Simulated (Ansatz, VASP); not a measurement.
# BN: VASP beside Ansatz, part 3 of 3

Wanted: the spread between two codes on one cell, functional and k mesh. The cell is taken from a series of runs on this material, whose earlier steps may have relaxed, scaled, displaced or heated it; both programs get it as it stands.

VASP 6.6.1 and Ansatz 0.2.0.

So far: Starting point; Ansatz: zone-centre phonons, LDA, pair 1; VASP: zone-centre phonons, LDA, pair 1; Side by side.

### 5. VASP: zone-centre phonons, LDA, pair 2

Level of this step: LDA; plane waves and PAW (B, N) (VASP).

Second derivatives magnify differences that forces hide, and they need a tight electronic threshold. The cell compared in this pair holds 10.85 Å³, against 10.64 Å³ for the pair before.

File INCAR:

```
SYSTEM = BN
PREC = Accurate
ENCUT = 600
EDIFF = 1E-08
NELM = 120
ISMEAR = 0
SIGMA = 0.01
LREAL = .FALSE.
ALGO = Normal
GGA = PW92
NBANDS = 10
LORBIT = 11
LWAVE = .FALSE.
LCHARG = .FALSE.
ISIF = 2
IBRION = 8
LEPSILON = .TRUE.
LASPH = .TRUE.
GGA_COMPAT = .FALSE.
EFERMI = MIDGAP
KPAR = 2
```

File POSCAR:

```
BN
1.0
    0.0417906765      1.7780182324      1.7780182324
    1.7780182324      0.0417906765      1.7780182324
    1.7780182324      1.7780182324      0.0417906765
B N
1 1
Direct
    0.0005128377      0.0005128377      0.0005128377
    0.2494871623      0.2494871623      0.2494871623
```

File KPOINTS:

```
Automatic mesh
0
Gamma
12 12 12
0 0 0
```

The projector-augmented-wave data sets are B and N (LDA family, release 64).

Started as:

```
$ mpirun -np 2 vasp_std
```

Numbers of over 12 decimals in the logs are rounded to 6 here.

The log of the run:

```text
[banner, memory and clock lines left out]
running    2 mpi-ranks, on    1 nodes
[...]
[... a notice as in an earlier step ...]

 LDA part: xc-table for (Slater(with rela. corr.)+PW92), standard interpolation
 POSCAR, INCAR and KPOINTS ok, starting setup
[...]
entering main loop
       N       E                     dE             d eps       ncg     rms          rms(c)
DAV:   1     0.103721588214E+02    0.10372E+02   -0.55627E+03  3916   0.888E+02
DAV:   2    -0.202057929285E+02   -0.30578E+02   -0.29433E+02  4546   0.171E+02
DAV:   3    -0.206672078573E+02   -0.46141E+00   -0.46063E+00  4454   0.181E+01
DAV:   4    -0.206677037125E+02   -0.49586E-03   -0.49585E-03  4100   0.721E-01
[...]
DAV:  11    -0.193571921351E+02   -0.34502E-06   -0.13928E-06  4202   0.932E-03    0.622E-03
DAV:  12    -0.193571921176E+02    0.17419E-07   -0.29452E-07  4200   0.370E-03    0.771E-04
DAV:  13    -0.193571921171E+02    0.50716E-09   -0.99702E-09  2398   0.944E-04
   1 F= -.19357192E+02 E0= -.19357192E+02  d E =0.000000E+00
[...]
first order change of Fermi-energy   0.21453E+01
 force on displaced ion       1 direction 1 : -29.449   1.479   1.479
 Born effective charge ion    1 direction 1 :   1.849   0.020   0.020
 Linear response progress:
  Degree of freedom:   2/  2
       N       E                     dE             d eps       ncg     rms          rms(c)
RMM:   1    -0.231962631221E+00   -0.23196E+00    0.94596E-02 19388   0.334E+00
RMM:   2    -0.225184822129E+00    0.67778E-02   -0.20548E-03 14729   0.437E-01    0.248E-01
RMM:   3    -0.226150716695E+00   -0.96589E-03   -0.47992E-04 14287   0.175E-01    0.133E-01
RMM:   4    -0.228336180525E+00   -0.21855E-02   -0.44275E-04 13860   0.170E-01    0.243E-02
RMM:   5    -0.228412602481E+00   -0.76422E-04   -0.65152E-06 15867   0.242E-02    0.115E-03
RMM:   6    -0.228425237034E+00   -0.12635E-04   -0.29883E-07 15937   0.113E-03    0.391E-04
RMM:   7    -0.228422587682E+00    0.26494E-05   -0.41261E-08 16022   0.319E-04    0.129E-04
RMM:   8    -0.228422595139E+00   -0.74569E-08    0.43766E-08 16126   0.109E-04    0.214E-05
 first order change of Fermi-energy  -0.21448E+01
 force on displaced ion       2 direction 1 : -29.448   1.478   1.478
 Born effective charge ion    2 direction 1 :  -1.849  -0.020  -0.020
 Born effective charges drift removed
 Linear response finished
```

From OUTCAR (step 5):

```text
  Total        1.7588847      1.7588847      1.7588847     -0.8630742     -0.8630742     -0.8630742
  in kB      259.8330424    259.8330424    259.8330424   -127.4985163   -127.4985163   -127.4985163
  external PRESSURE =     259.8330424 kB  Pullay stress =       0.0000000 kB

 POSITION                                       TOTAL-FORCE (eV/Angst)
 -----------------------------------------------------------------------------------
      0.00185      0.00185      0.00185         0.005101      0.005101      0.005101
      0.89761      0.89761      0.89761        -0.005101     -0.005101     -0.005101
 -----------------------------------------------------------------------------------
    total drift:                                0.000010      0.000010      0.000011

 MACROSCOPIC STATIC DIELECTRIC TENSOR (including local field effects in DFT)
 ------------------------------------------------------
           4.526401     0.063809     0.063809
           0.063809     4.526401     0.063809
           0.063809     0.063809     4.526401
 ------------------------------------------------------

 MACROSCOPIC STATIC DIELECTRIC TENSOR IONIC CONTRIBUTION
 ------------------------------------------------------
           1.952621     0.148169     0.148169
           0.148169     1.952621     0.148169
           0.148169     0.148169     1.952621
 ------------------------------------------------------

[... 1 part as in an earlier step ...]

[... 1 further part left out ...]
```

### 6. Ansatz: zone-centre phonons, LDA, pair 2

The same cell, functional (in two slightly different forms) and mesh now go to Ansatz, which takes its cutoff from its data sets.

The cell is taken from a series of runs on this material, whose earlier steps may have relaxed, scaled, displaced or heated it; both programs get it as it stands.

File input.yaml:

```yaml
crystal:
  lattice:
    - [0.0417906765, 1.7780182324, 1.7780182324]
    - [1.7780182324, 0.0417906765, 1.7780182324]
    - [1.7780182324, 1.7780182324, 0.0417906765]
  atoms:
    - { symbol: B, position: [0.0005128377, 0.0005128377, 0.0005128377] }
    - { symbol: "N", position: [0.2494871623, 0.2494871623, 0.2494871623] }
kpoints:
  mp_grid: { grid: [12, 12, 12] }
hamiltonian:
  xc: lda
  pseudopotentials: { kind: paw, azcp: { folder: soft_1 }, xc_functional: pbe }
scf:
  occupations: { method: fixed }
output:
  eigenvalues: true
phonons:
  method: dfpt
  dielectric: true
  rigid_motions: translations
```

Started as:

```
$ ansatz run input.yaml --threads 4 --pin off --max-ram 10240MiB --backend cpu --events-out ev --progress --plain --runs-dir out
```

The log of the run:

```text
[...]
Crystal: 2 atoms, lattice volume = 10.846 Å³
Basis set: ecut = 420 eV, 193 PW (Γ), exchange–correlation on 36×36×36 points (8 copies of the dense FFT grid, shifted against one another)
Bands: 8, of which v1, the nominal top of the filled ones, is band 4 counted from 1 (3 counted from 0)
Symmetry: 6 space group operations
k-points: 476 of 1728 (irreducible under 2 space group operations, time reversal used)
[...]
optical modes at Γ + LO–TO along q̂ = [1.0000, 0.0000, 0.0000]:
      ω (cm⁻¹)  modes    IR ((D/Å)²/amu)
[...]
optical modes at Γ + LO–TO along q̂ = [0.0000, 1.0000, 0.0000]:
      ω (cm⁻¹)  modes    IR ((D/Å)²/amu)
[...]
1371.27      1            12.8855
  optical modes at Γ + LO–TO along q̂ = [0.0000, 0.0000, 1.0000]:
      ω (cm⁻¹)  modes    IR ((D/Å)²/amu)
       1108.30      1            13.3762
       1171.26      1            12.6983
       1371.27      1            12.8855
[key lines of the parts left out:]
SCF converged after 7 iterations
Free energy (F): -526.394405 eV
Fermi energy:    12.432867 eV
```

### 7. Comparison

Both answers:

```tsv
quantity	Ansatz	VASP	difference
ε∞ xx	4.53	4.53	+0.10 %
ε∞ yy	4.53	4.53	+0.10 %
ε∞ zz	4.53	4.53	+0.10 %
Born charge of B1 (mean of the diagonal) (e)	1.85	1.85	0.00
Born charge of N2 (mean of the diagonal) (e)	-1.85	-1.85	0.00
optical mode 1 (cm⁻¹)	1083.2	1086.7	-0.32 %
optical mode 2 to 3 (cm⁻¹)	1171.3	1174.1	-0.25 %
```

Modes are paired by rising frequency, not by their patterns, so a pair may set unlike modes beside each other; they are those without the splitting of longitudinal modes.

### 8. Ansatz: zone-centre phonons, LDA, pair 3

Second derivatives magnify differences that forces hide, and they need a tight electronic threshold. The cell compared in this pair holds 11.05 Å³, against 10.85 Å³ for the pair before.

The cell is taken from a series of runs on this material, whose earlier steps may have relaxed, scaled, displaced or heated it; both programs get it as it stands.

input.yaml, the sections that differ from step 6:

```yaml
crystal:
  lattice:
    - [0.0278285109, 1.78195532, 1.78195532]
    - [1.78195532, 0.0278285109, 1.78195532]
    - [1.78195532, 1.78195532, 0.0278285109]
  atoms:
    - { symbol: B, position: [0.0003023222, 0.0003023222, 0.0003023222] }
    - { symbol: "N", position: [0.2496976778, 0.2496976778, 0.2496976778] }
# kpoints, hamiltonian, scf, output, phonons: as in step 6
```

The log of the run:

```text
[...]
Crystal: 2 atoms, lattice volume = 11.052 Å³
Basis set: ecut = 420 eV, 205 PW (Γ), exchange–correlation on 36×36×36 points (8 copies of the dense FFT grid, shifted against one another)
Bands: 8, of which v1, the nominal top of the filled ones, is band 4 counted from 1 (3 counted from 0)
Symmetry: 6 space group operations
k-points: 476 of 1728 (irreducible under 2 space group operations, time reversal used)
[...]
optical modes at Γ + LO–TO along q̂ = [1.0000, 0.0000, 0.0000]:
      ω (cm⁻¹)  modes    IR ((D/Å)²/amu)
[...]
optical modes at Γ + LO–TO along q̂ = [0.0000, 1.0000, 0.0000]:
      ω (cm⁻¹)  modes    IR ((D/Å)²/amu)
[...]
1344.97      1            13.0443
  optical modes at Γ + LO–TO along q̂ = [0.0000, 0.0000, 1.0000]:
      ω (cm⁻¹)  modes    IR ((D/Å)²/amu)
       1094.12      1            13.3355
       1136.44      1            12.9009
       1344.97      1            13.0443
[key lines of the parts left out:]
SCF converged after 7 iterations
Free energy (F): -526.437912 eV
Fermi energy:    12.069440 eV
```

### 9. VASP: zone-centre phonons, LDA, pair 3

The same cell, functional (in two slightly different forms) and mesh now go to VASP, with its own data sets.

INCAR is that of step 5.

File POSCAR:

```
BN
1.0
    0.0278285109      1.7819553200      1.7819553200
    1.7819553200      0.0278285109      1.7819553200
    1.7819553200      1.7819553200      0.0278285109
B N
1 1
Direct
    0.0003023222      0.0003023222      0.0003023222
    0.2496976778      0.2496976778      0.2496976778
```

KPOINTS is that of step 5.

Started as:

```
$ mpirun -np 2 vasp_std
```

The log of the run:

```text
[... set-up lines as in an earlier step ...]
 entering main loop
       N       E                     dE             d eps       ncg     rms          rms(c)
DAV:   1     0.945003106963E+01    0.94500E+01   -0.55653E+03  3900   0.890E+02
DAV:   2    -0.202111828947E+02   -0.29661E+02   -0.28627E+02  4416   0.170E+02
DAV:   3    -0.206688070936E+02   -0.45762E+00   -0.45667E+00  4396   0.179E+01
DAV:   4    -0.206693493499E+02   -0.54226E-03   -0.54225E-03  4134   0.735E-01
[...]
DAV:  11    -0.194021743784E+02   -0.40326E-06   -0.14961E-06  4188   0.932E-03    0.615E-03
DAV:  12    -0.194021743402E+02    0.38231E-07   -0.36111E-07  4216   0.392E-03    0.514E-04
DAV:  13    -0.194021743402E+02    0.35698E-10   -0.84887E-09  2420   0.902E-04
   1 F= -.19402174E+02 E0= -.19402174E+02  d E =0.000000E+00
 Linear response reoptimize wavefunctions to high precision
DAV:   1    -0.194021743402E+02   -0.61050E-10   -0.34709E-10  2614   0.202E-04
 Linear response G [H, r] |phi>, progress :
  Direction:   1
       N       E                     dE             d eps       ncg     rms
[...]
RMM:  10    -0.373901502146E-01   -0.71815E-08   -0.46801E-08 11136   0.954E-06    0.286E-07
 first order change of Fermi-energy   0.40190E+01
 force on displaced ion       1 direction 1 : -28.150   0.996   0.996
 Born effective charge ion    1 direction 1 :   1.857   0.014   0.014
 Linear response progress:
  Degree of freedom:   2/  2
       N       E                     dE             d eps       ncg     rms          rms(c)
RMM:   1    -0.231305487983E+00   -0.23131E+00    0.98110E-02 19412   0.334E+00
RMM:   2    -0.224842736340E+00    0.64628E-02   -0.21251E-03 14711   0.437E-01    0.243E-01
RMM:   3    -0.225809702362E+00   -0.96697E-03   -0.46408E-04 14281   0.170E-01    0.130E-01
RMM:   4    -0.227951812915E+00   -0.21421E-02   -0.42715E-04 13824   0.166E-01    0.239E-02
[...]
RMM:   9    -0.228030732465E+00    0.52748E-07   -0.14369E-06 16539   0.344E-05    0.309E-06
RMM:  10    -0.228030714922E+00    0.17543E-07   -0.15444E-06 15022   0.224E-05    0.559E-07
RMM:  11    -0.228030696023E+00    0.18899E-07   -0.13610E-06 11604   0.215E-05    0.921E-08
 first order change of Fermi-energy  -0.40184E+01
 force on displaced ion       2 direction 1 : -28.149   0.995   0.995
 Born effective charge ion    2 direction 1 :  -1.857  -0.014  -0.014
 Born effective charges drift removed
 Linear response finished
```

From OUTCAR (step 9):

```text
  Total        1.1518421      1.1518421      1.1518421     -0.5603202     -0.5603202     -0.5603202
  in kB      166.9847316    166.9847316    166.9847316    -81.2306822    -81.2306822    -81.2306822
  external PRESSURE =     166.9847316 kB  Pullay stress =       0.0000000 kB

 POSITION                                       TOTAL-FORCE (eV/Angst)
 -----------------------------------------------------------------------------------
      0.00109      0.00109      0.00109         0.003407      0.003407      0.003407
      0.89685      0.89685      0.89685        -0.003407     -0.003407     -0.003407
 -----------------------------------------------------------------------------------
    total drift:                               -0.000005     -0.000005     -0.000004

 MACROSCOPIC STATIC DIELECTRIC TENSOR (including local field effects in DFT)
 ------------------------------------------------------
           4.534691     0.042948     0.042948
           0.042948     4.534691     0.042948
           0.042948     0.042948     4.534691
 ------------------------------------------------------

 MACROSCOPIC STATIC DIELECTRIC TENSOR IONIC CONTRIBUTION
 ------------------------------------------------------
           2.013135     0.104123     0.104123
           0.104123     2.013135     0.104123
           0.104123     0.104123     2.013135
 ------------------------------------------------------

[... 1 part as in an earlier step ...]

[... 1 further part left out ...]
```

### 10. Differences

Both answers:

```tsv
quantity	Ansatz	VASP	difference
ε∞ xx	4.54	4.53	+0.11 %
ε∞ yy	4.54	4.53	+0.11 %
ε∞ zz	4.54	4.53	+0.11 %
Born charge of B1 (mean of the diagonal) (e)	1.86	1.86	0.00
Born charge of N2 (mean of the diagonal) (e)	-1.86	-1.86	0.00
optical mode 1 (cm⁻¹)	1076.1	1079.8	-0.35 %
optical mode 2 to 3 (cm⁻¹)	1136.4	1139.8	-0.30 %
```

Modes are paired by rising frequency, not by their patterns, so a pair may set unlike modes beside each other; they are those without the splitting of longitudinal modes.

### 11. What came out

```yaml
r_m_s_difference_of_the_optical_zone_centre_modes_each_program_s_sorted_by_frequency_zone_centre_phonons_lda_pair_1: 2.7 cm⁻¹
r_m_s_difference_of_the_optical_zone_centre_modes_each_program_s_sorted_by_frequency_zone_centre_phonons_lda_pair_2: 3.1 cm⁻¹
r_m_s_difference_of_the_optical_zone_centre_modes_each_program_s_sorted_by_frequency_zone_centre_phonons_lda_pair_3: 3.5 cm⁻¹
```

**Reading.** The r.m.s. difference of the optical zone-centre modes, each program's sorted by frequency is 2.7 cm⁻¹ (zone-centre phonons, LDA, pair 1). 4 further runs of this series are not shown here. Such differences can come from data sets, numerical settings and the points named under the comparisons, not from the functional's error against experiment.

[Lines on the potential files, build, host, timing and source positions are cut from VASP's logs without a mark.]

[Logs are printed without paths, hosts, clocks, repeated set-up lines and the standing remarks that a program may print on its own settings, such as how far it seeks lower states.]

[Hosts, paths, dates, database ids (printed as entryN), source tags and the programs' standing remarks are cut or masked in the printed files.]
